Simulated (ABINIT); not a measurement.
Runs of ABINIT 10.8.3 (patched build) on PbS (Galena). The structure is cubic, space group Fm-3m (No. 225). The conventional cell has a = 5.931 Å, b = 5.931 Å, c = 5.931 Å, α = 90.00°, β = 90.00°, γ = 90.00°. Pb (site symmetry m-3m) has 6 S at 2.97 Å as nearest neighbours. S (site symmetry m-3m) is surrounded by 6 Pb at 2.97 Å. 

```tsv
task	level	potentials or basis	k mesh	cutoff (eV)	fine-grid cutoff	mesh quality	gap on the mesh (eV)	pressure (GPa)
band structure	PBE	SG15 NC PBE v1.2	8 × 8 × 8	844	-	not flagged	0.36	2.2
band structure	PBE	JTH PAW PBE v2.0	8 × 8 × 8	544	1088.46 eV	not flagged	0.36	-
band structure	rPW86PBE	JTH PAW PBE v2.0 sp	8 × 8 × 8	544	1088.46 eV	not flagged	(a)	5.4
band structure	revPBE	JTH PAW PBE v2.0	8 × 8 × 8	544	1088.46 eV	not flagged	0.42	-
```

Alike in all rows: no spin polarisation; cell as given; smearing fermi-dirac 0.05 eV.

Fill in the values left out.

(a) 0.41.

Caveats: spin-orbit coupling is left out, which as a rule narrows the gap of such compounds by several tenths of an eV; the PAW data sets were made with another functional, which shifts forces and pressure a little (some runs); this set keeps more shells in the core, which shifts pressures and gaps (some runs).

A k mesh can miss the band edges, and the runs leave out spin-orbit coupling on Pb.

The runs don't all hold the same shells in valence.
